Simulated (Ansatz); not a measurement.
# SnO2: the cost of one run

Computed with Ansatz 0.2.0 (DFT PBE, scalar-relativistic, plane waves, PAW, unless a step's input says otherwise).

### 1 The system as given

The structure is orthorhombic, space group Pnnm (No. 58). Conventional cell: a = 4.788 Å, b = 4.867 Å, c = 3.241 Å, α = 90.00°, β = 90.00°, γ = 90.00°. Sn (site symmetry 2/m) is surrounded by 6 O at 2.09 to 2.10 Å. O (site symmetry m) is surrounded by 3 Sn at 2.09 to 2.10 Å.

Coordinates:

```xyz
48
Lattice="-4.7880 -4.8666 3.2409 -4.7880 4.8666 3.2409 -9.5760 0.0000 -6.4818" Properties=species:S:1:pos:R:3 pbc="T T T"
Sn  -11.9700   -2.4333   -1.6204
Sn   -7.1820    2.4333   -1.6204
Sn  -11.9700    2.4333   -1.6204
Sn   -7.1820    2.4333    1.6204
Sn   -2.3940   -2.4333    1.6204
Sn   -7.1820   -2.4333   -1.6204
Sn   -7.1820   -2.4333    1.6204
Sn   -2.3940    2.4333    1.6204
Sn    0.0000    0.0000    0.0000
Sn   -9.5760    0.0000   -3.2409
Sn   -4.7880    0.0000    3.2409
Sn   -9.5760    0.0000    0.0000
Sn   -9.5760    0.0000    3.2409
Sn  -14.3640    0.0000    0.0000
Sn   -4.7880    0.0000   -3.2409
Sn   -4.7880    0.0000    0.0000
O   -12.9666   -3.3042   -3.2409
O    -8.1786    1.5624   -3.2409
O   -12.9666    1.5624   -3.2409
O    -8.1786    1.5624    0.0000
O    -8.1786    1.5624    3.2409
O   -12.9666    1.5624    0.0000
O    -8.1786   -3.3042    0.0000
O    -3.3906    1.5624    0.0000
O   -10.5726   -3.9957   -1.6204
O    -5.7846    0.8709   -1.6204
O   -10.5726    0.8709   -1.6204
O    -5.7846    0.8709    1.6205
O   -15.3606    0.8709   -1.6204
O   -10.5726    0.8709    1.6205
O    -5.7846   -3.9957    1.6205
O   -10.5726    0.8709   -4.8613
O   -13.3674   -0.8709   -1.6205
O   -13.3674   -0.8709    1.6204
O   -13.3674    3.9957   -1.6204
O    -8.5794    3.9957    1.6204
O    -3.7914   -0.8709    1.6204
O    -8.5794   -0.8709   -1.6205
O    -8.5794   -0.8709    1.6204
O    -8.5794   -0.8709    4.8613
O   -10.9734   -1.5624   -3.2409
O   -10.9734   -1.5624    0.0000
O   -15.7614   -1.5624    0.0000
O   -10.9734   -1.5624    3.2409
O    -6.1854    3.3042    3.2409
O   -10.9734    3.3042    0.0000
O    -6.1854   -1.5624    0.0000
O    -6.1854   -1.5624    3.2409
```

The runs take a perfect supercell of 48 atoms; the defect goes to fractional position (0.750, 0.250, 0.750).

### 2 The perfect supercell

The input, input.yaml:

```yaml
crystal:
  lattice:
    - [-4.788004, -4.866582, 3.240898]
    - [-4.788004, 4.866582, 3.240898]
    - [-9.576008, 0.0, -6.481796]
  atoms:
    - { symbol: Sn, position: [0.75, 0.25, 0.75] }
    - { symbol: Sn, position: [0.0, 0.5, 0.5] }
    - { symbol: Sn, position: [0.25, 0.75, 0.75] }
    - { symbol: Sn, position: [0.25, 0.75, 0.25] }
    - { symbol: Sn, position: [0.5, 0.0, 0.0] }
    - { symbol: Sn, position: [0.5, 0.0, 0.5] }
    - { symbol: Sn, position: [0.75, 0.25, 0.25] }
    - { symbol: Sn, position: [0.0, 0.5, 0.0] }
    - { symbol: Sn, position: [0.0, 0.0, 0.0] }
    - { symbol: Sn, position: [0.25, 0.25, 0.75] }
    - { symbol: Sn, position: [0.5, 0.5, 0.0] }
    - { symbol: Sn, position: [0.5, 0.5, 0.5] }
    - { symbol: Sn, position: [0.75, 0.75, 0.25] }
    - { symbol: Sn, position: [0.75, 0.75, 0.75] }
    - { symbol: Sn, position: [0.0, 0.0, 0.5] }
    - { symbol: Sn, position: [0.25, 0.25, 0.25] }
    - { symbol: O, position: [0.766516, 0.087557, 0.927036] }
    - { symbol: O, position: [0.016516, 0.337557, 0.677036] }
    - { symbol: O, position: [0.266516, 0.587557, 0.927036] }
    - { symbol: O, position: [0.266516, 0.587557, 0.427036] }
    - { symbol: O, position: [0.516516, 0.837557, 0.177036] }
    - { symbol: O, position: [0.516516, 0.837557, 0.677036] }
    - { symbol: O, position: [0.766516, 0.087557, 0.427036] }
    - { symbol: O, position: [0.016516, 0.337557, 0.177036] }
    - { symbol: O, position: [0.837558, 0.016515, 0.677036] }
    - { symbol: O, position: [0.087558, 0.266515, 0.427036] }
    - { symbol: O, position: [0.337558, 0.516515, 0.677036] }
    - { symbol: O, position: [0.337558, 0.516515, 0.177036] }
    - { symbol: O, position: [0.587558, 0.766515, 0.927036] }
    - { symbol: O, position: [0.587558, 0.766515, 0.427036] }
    - { symbol: O, position: [0.837558, 0.016515, 0.177036] }
    - { symbol: O, position: [0.087558, 0.266515, 0.927036] }
    - { symbol: O, position: [0.662442, 0.483485, 0.822964] }
    - { symbol: O, position: [0.912442, 0.733485, 0.572964] }
    - { symbol: O, position: [0.162443, 0.983485, 0.822964] }
    - { symbol: O, position: [0.162442, 0.983485, 0.322964] }
    - { symbol: O, position: [0.412442, 0.233485, 0.072964] }
    - { symbol: O, position: [0.412442, 0.233485, 0.572964] }
    - { symbol: O, position: [0.662442, 0.483485, 0.322964] }
    - { symbol: O, position: [0.912442, 0.733485, 0.072964] }
    - { symbol: O, position: [0.483484, 0.162443, 0.822964] }
    - { symbol: O, position: [0.733484, 0.412443, 0.572964] }
    - { symbol: O, position: [0.983485, 0.662443, 0.822964] }
    - { symbol: O, position: [0.983484, 0.662443, 0.322964] }
    - { symbol: O, position: [0.233484, 0.912443, 0.072964] }
    - { symbol: O, position: [0.233485, 0.912443, 0.572964] }
    - { symbol: O, position: [0.483485, 0.162443, 0.322964] }
    - { symbol: O, position: [0.733485, 0.412443, 0.072964] }
basis:
  ecutwfc: 420
  fft_grid_basis: typed
kpoints:
  mp_grid: { grid: [2, 2, 1] }
hamiltonian:
  xc: pbe
  pseudopotentials: { kind: paw }
scf:
  occupations: { method: gaussian, width: 0.05 }
output:
  forces: true
  stress: false
  eigenvalues: true
  bader: false
  write_density: true
  volumetric_format: npy
```

The run is started by

```
ansatz run input.yaml --threads 4 --pin off --max-ram 10240MiB --backend cpu --events-out ev --progress --plain --runs-dir out
```

Q: Estimate wall time and peak memory on 4 threads of AMD EPYC 7R43 (Zen 3), shared host.

About 6.7 s, with a peak of 2.3 GiB.
